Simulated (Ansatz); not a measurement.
**Ti3Al5: properties at the relaxed cell**

The task here is to estimate one member of a computed series from the others.

Program: Ansatz 0.2.0. Level of theory: DFT PBEsol, scalar-relativistic, plane waves, PAW. These are calculated values, not measurements.

1 further run of the same task is left out (set aside as unsound or not needed). Runs told in other sessions of the task aren't counted.

### The starting structure

The structure is tetragonal, space group P4/mmm (No. 123). The conventional cell has a = 3.883 Å, b = 3.883 Å, c = 8.297 Å, α = 90.00°, β = 90.00°, γ = 90.00°. Ti (site symmetry 4/mmm) is surrounded by 4 Ti at 2.75 Å and 8 Al at 2.83 Å. Around Ti (site symmetry 4/mmm) lie 12 Al at 2.75 to 2.86 Å. Al (site symmetry 2mm) is surrounded by 6 Al at 2.75 to 2.86 Å and 6 Ti at 2.83 to 2.86 Å. Around Al (site symmetry 4/mmm) lie 4 Ti at 2.75 Å and 8 Al at 2.86 Å.

Coordinates:

```
Ti Al
1.0
     3.88330    0.00000    0.00000
     0.00000    3.88330    0.00000
     0.00000    0.00000    8.29688
Ti Al
3 5
Direct
  0.00000 0.00000 0.50000
  0.50000 0.50000 0.00000
  0.50000 0.50000 0.50000
  0.00000 0.50000 0.25235
  0.00000 0.50000 0.74765
  0.50000 0.00000 0.25235
  0.50000 0.00000 0.74765
  0.00000 0.00000 0.00000
```

It goes back to an entry of the Materials Project, which need not be the stable form.

This cell was relaxed beforehand with the same method: volume 15.64 Å³/atom, gap on the mesh none (metal).

Set-up of the first run:

Input file input.yaml:

```yaml
crystal:
  lattice:
    - [3.8440672348, 0.0, 0.0]
    - [0.0, 3.8440672348, 0.0]
    - [0.0, 0.0, 8.2130723056]
  atoms:
    - { symbol: Ti, position: [0.0, 0.0, 0.5] }
    - { symbol: Ti, position: [0.5, 0.5, 0.0] }
    - { symbol: Ti, position: [0.5, 0.5, 0.5] }
    - { symbol: Al, position: [0.0, 0.5, 0.2523516175] }
    - { symbol: Al, position: [0.0, 0.5, 0.7476483825] }
    - { symbol: Al, position: [0.5, 0.0, 0.2523516175] }
    - { symbol: Al, position: [0.5, 0.0, 0.7476483825] }
    - { symbol: Al, position: [0.0, 0.0, 0.0] }
basis:
  ecutwfc: 420
kpoints:
  mp_grid: { grid: [10, 10, 4] }
hamiltonian:
  xc: pbesol
scf:
  occupations: { method: gaussian, width: 0.1 }
output:
  forces: true
  stress: true
  eigenvalues: true
relax:
  adjacent_minimum: "off"
  f_tol: 0.01
  max_steps: 30
  cell: { stress_tol: 0.1, fix: [volume] }
```

On the command line:

```console
> ansatz run input.yaml --threads 2 --pin off --max-ram 5120MiB --backend cpu --events-out ev --progress --plain --runs-dir out
```

Among the steps run: Point at V/V0 = 0.97; The cell scaled to 1.03 of its volume; Volume × 0.94; The cell scaled to 1.06 of its volume; The cell scaled to 0.91 of its volume; The cell scaled to 1.10 of its volume; Point at V/V0 = 0.88.

One table of the session follows, with a row left open; its other results are not shown here.

It belongs to the step «Fit of the equation of state». 

| volume (Å³/atom) | energy above the lowest point (meV/atom) | pressure (GPa) |
| --- | --- | --- |
| 13.763 | 99.3 | 18.88 |
| 14.232 | 52.8 | 13.04 |
| 14.701 | 22.1 | 8.01 |
| 15.170 | 5.2 | 3.69 |
| 15.640 | 0.0 | -0.03 |
| 16.109 | 4.9 | -3.23 |
| 16.578 | ? | ? |
| 17.204 | 48.1 | -9.05 |

Q: Estimate the row for volume (Å³/atom) = 16.578 from the others.

Worked estimate for «energy above the lowest point (meV/atom)». A straight line through the neighbours (16.109, 4.9) and (17.204, 48.1) gives 4.9 + (48.1 − 4.9) × (16.578 − 16.109) / (17.204 − 16.109) = 23.4; a parabola fitted to 3 rows on both sides gives 18.0.

As computed: energy above the lowest point (meV/atom): 18.5; pressure (GPa): -5.98. In «energy above the lowest point (meV/atom)» the line misses by +4.9 and the parabola by -0.5.
